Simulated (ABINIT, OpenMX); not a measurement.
# TiC: 3 runs at one level of theory

```xyz
2
Lattice="0.0000 2.1657 2.1657 2.1657 0.0000 2.1657 2.1657 2.1657 0.0000" Properties=species:S:1:pos:R:3 pbc="T T T"
Ti    0.0000    0.0000    0.0000
C     2.1657    2.1657    2.1657
```

The cell is a database's computed one, not the measured one.

Alike in all runs: task band structure; functional LDA; k mesh 11 × 11 × 11; occupations fermi-dirac, width 0.05 eV; no spin polarisation; no spin-orbit coupling. LDA stands for any of its common fits. Pressure is positive in compression and, in plane waves, holds the error of the finite cutoff.

```csv
program and potentials,plane-wave cutoff (eV),notes,pressure (GPa)
"OpenMX, OpenMX 2013 LDA set, Ti7.0-s3p2d2, C6.0-s2p2d1, grid cutoff 400 Ry",-,atomic basis,-12.54
"ABINIT, PseudoDojo NC SR LDA v0.4 stringent",1143,-,-12.29
"ABINIT, JTH PAW LDA v2.0",544,-,-11.91
```

The pressure spans -12.54 (OpenMX, OpenMX 2013 LDA set, Ti7.0-s3p2d2, C6.0-s2p2d1, grid cutoff 400 Ry) to -11.91 GPa (ABINIT, JTH PAW LDA v2.0). The cell lies far from this level's equilibrium. Rows in atomic bases carry the error of their basis and grid, which can be large.

Differences between rows come from potentials, basis sets and numerical settings, since the functional is the same but for its coding. Runs on potential files found faulty are left out.
